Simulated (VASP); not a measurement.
# A VASP 6.6.1 single-point calculation on NaI

INCAR

```
SIGMA = 0.2
PREC = Accurate
NELM = 120
NBANDS = 14
LREAL = .FALSE.
ENCUT = 520
EDIFF = 1E-7
LWAVE = .FALSE.
GGA = PE
NSW = 0
LASPH = .TRUE.
LCHARG = .FALSE.
IBRION = -1
ISMEAR = -5
ISIF = 2
```

KPOINTS

```
KPOINTS created by Atomic Simulation Environment
0
Gamma
6 6 6
0 0 0
```

POSCAR

```
Na I
 1.0000000000000000
     0.0000000000000000    3.5431916337822096    3.5431916337822096
     3.5431916337822096    0.0000000000000000    3.5431916337822096
     3.5431916337822096    3.5431916337822096    0.0000000000000000
 Na  I
   1   1
Cartesian
 -0.0000000000000000  0.0000000000000000 -0.0000000000000000
  1.7715958168911048  1.7715958168911048  1.7715958168911048
```

The recommended PBE PAW datasets give the neutral cell 14 valence electrons.

Command

```
mpirun -np 1 vasp_std
```

OSZICAR

```
N       E                     dE             d eps       ncg     rms          rms(c)
DAV:   1     0.826769737478E+02    0.82677E+02   -0.63580E+03   448   0.839E+02
DAV:   2     0.189692136992E+01   -0.80780E+02   -0.75244E+02   502   0.203E+02
DAV:   3    -0.519782211025E+01   -0.70947E+01   -0.70581E+01   580   0.605E+01
DAV:   4    -0.538587619015E+01   -0.18805E+00   -0.18803E+00   590   0.103E+01
DAV:   5    -0.538894642123E+01   -0.30702E-02   -0.30702E-02   624   0.124E+00    0.164E+00
DAV:   6    -0.528853854996E+01    0.10041E+00   -0.13138E-01   520   0.169E+00    0.113E+00
DAV:   7    -0.528048690028E+01    0.80516E-02   -0.10457E-01   532   0.138E+00    0.707E-01
DAV:   8    -0.528996939399E+01   -0.94825E-02   -0.10470E-02   490   0.661E-01    0.212E-01
DAV:   9    -0.528979930245E+01    0.17009E-03   -0.22785E-04   568   0.133E-01    0.675E-02
DAV:  10    -0.529017660300E+01   -0.37730E-03   -0.45681E-04   484   0.130E-01    0.194E-02
DAV:  11    -0.529019466017E+01   -0.18057E-04   -0.45344E-05   574   0.533E-02    0.520E-03
DAV:  12    -0.529019712776E+01   -0.24676E-05   -0.39990E-06   544   0.112E-02    0.296E-03
DAV:  13    -0.529019771849E+01   -0.59073E-06   -0.67480E-07   574   0.460E-03    0.749E-04
DAV:  14    -0.529019769755E+01    0.20937E-07   -0.31134E-08   554   0.131E-03
   1 F= -.52901977E+01 E0= -.52901977E+01  d E =0.000000E+00
```

From OUTCAR

```
k-points           NKPTS =     16   k-points in BZ     NKDIM =     16   number of bands    NBANDS=     14

   NELECT =      14.0000    total number of electrons

   dimension x,y,z NGX =    40 NGY =   40 NGZ =   40
   dimension x,y,z NGXF=    80 NGYF=   80 NGZF=   80

  energy-cutoff  :      520.00
  volume of cell :       88.96
      direct lattice vectors                 reciprocal lattice vectors
     0.000000000  3.543191634  3.543191634    -0.141115709  0.141115709  0.141115709
     3.543191634  0.000000000  3.543191634     0.141115709 -0.141115709  0.141115709
     3.543191634  3.543191634  0.000000000     0.141115709  0.141115709 -0.141115709

 k-points in reciprocal lattice and weights: KPOINTS created by Atomic Simulation Env
   0.00000000  0.00000000  0.00000000       0.005
   0.16666667  0.00000000  0.00000000       0.037
   0.33333333  0.00000000  0.00000000       0.037
   0.50000000  0.00000000  0.00000000       0.019
   0.16666667  0.16666667  0.00000000       0.028
   0.33333333  0.16666667  0.00000000       0.111
   0.50000000  0.16666667  0.00000000       0.111
  -0.33333333  0.16666667  0.00000000       0.111
   ...

 E-fermi :  -1.0896

 k-point     1 :       0.0000    0.0000    0.0000
  band No.  band energies     occupation
      1     -23.1984      2.00000
      2     -23.1984      2.00000
      3     -23.1984      2.00000
      4     -11.5427      2.00000
      5      -1.1098      2.00000
      6      -1.1098      2.00000
      7      -1.1098      2.00000
      8       2.7124      0.00000
      9       6.7894      0.00000
     10       6.7894      0.00000
     11       6.7894      0.00000
     12       8.5607      0.00000
     13       8.5607      0.00000
     14       9.8637      0.00000

 k-point     2 :       0.1667    0.0000    0.0000
  band No.  band energies     occupation
      1     -23.1990      2.00000
      2     -23.1984      2.00000
      3     -23.1984      2.00000
      4     -11.5111      2.00000
      5      -1.4955      2.00000
      6      -1.1444      2.00000
      7      -1.1444      2.00000
      8       3.2912      0.00000
      9       6.4309      0.00000
     10       6.9386      0.00000
     11       6.9386      0.00000
     12       8.1664      0.00000
     13       8.1665      0.00000
     14       9.6643      0.00000

 k-point     3 :       0.3333    0.0000    0.0000
  band No.  band energies     occupation
      1     -23.2003      2.00000
      2     -23.1986      2.00000
      3     -23.1986      2.00000
      4     -11.4464      2.00000
      5      -2.0866      2.00000
      6      -1.2107      2.00000
      7      -1.2107      2.00000
      8       4.1145      0.00000
      9       6.3390      0.00000
     10       6.7413      0.00000
     11       6.7413      0.00000
     12       8.7828      0.00000
     13       8.7828      0.00000
     14       9.1125      0.00000

 k-point     4 :       0.5000    0.0000    0.0000
  band No.  band energies     occupation
      1     -23.2009      2.00000
      2     -23.1987      2.00000
      3     -23.1987      2.00000
      4     -11.4133      2.00000
      5      -2.3319      2.00000
      6      -1.2426      2.00000
      7      -1.2426      2.00000
      8       4.3019      0.00000
      9       6.5552      0.00000
     10       6.5552      0.00000
     11       6.6100      0.00000
     12       9.4266      0.00000
     13      10.1214      0.00000
     14      10.1215      0.00000

 ...

  Total        0.2141031      0.2141031      0.2141031      0.0000000      0.0000000      0.0000000
  in kB        3.8558450      3.8558450      3.8558450      0.0000000      0.0000000      0.0000000
  external PRESSURE =       3.8558450 kB  Pullay stress =       0.0000000 kB

 POSITION                                       TOTAL-FORCE (eV/Angst)
 -----------------------------------------------------------------------------------
      0.00000      0.00000      0.00000         0.000000     -0.000000     -0.000000
      1.77160      1.77160      1.77160        -0.000000      0.000000      0.000000
 -----------------------------------------------------------------------------------
    total drift:                                0.000001      0.000001      0.000001

  FREE ENERGIE OF THE ION-ELECTRON SYSTEM (eV)
  ---------------------------------------------------
  free  energy   TOTEN  =        -5.2901976976 eV

  energy  without entropy=       -5.2901976976  energy(sigma->0) =       -5.29019770
```

It converged. Results: gap between bands v and c on the k mesh 3.82 eV; least direct gap on the k mesh 3.82 eV; pressure 0.4 GPa. Band v is the last that the valence electrons fill when counted band by band, and c is the next.

For comparison, a separate PBE run of the intended cell, on usual settings and not on those above, gives a gap of 3.82 eV on its mesh and a pressure of 0.4 GPa.

The run above took about 19 s on one core of a shared host (Intel Xeon Platinum 8488C) and held 0.24 GiB at most.
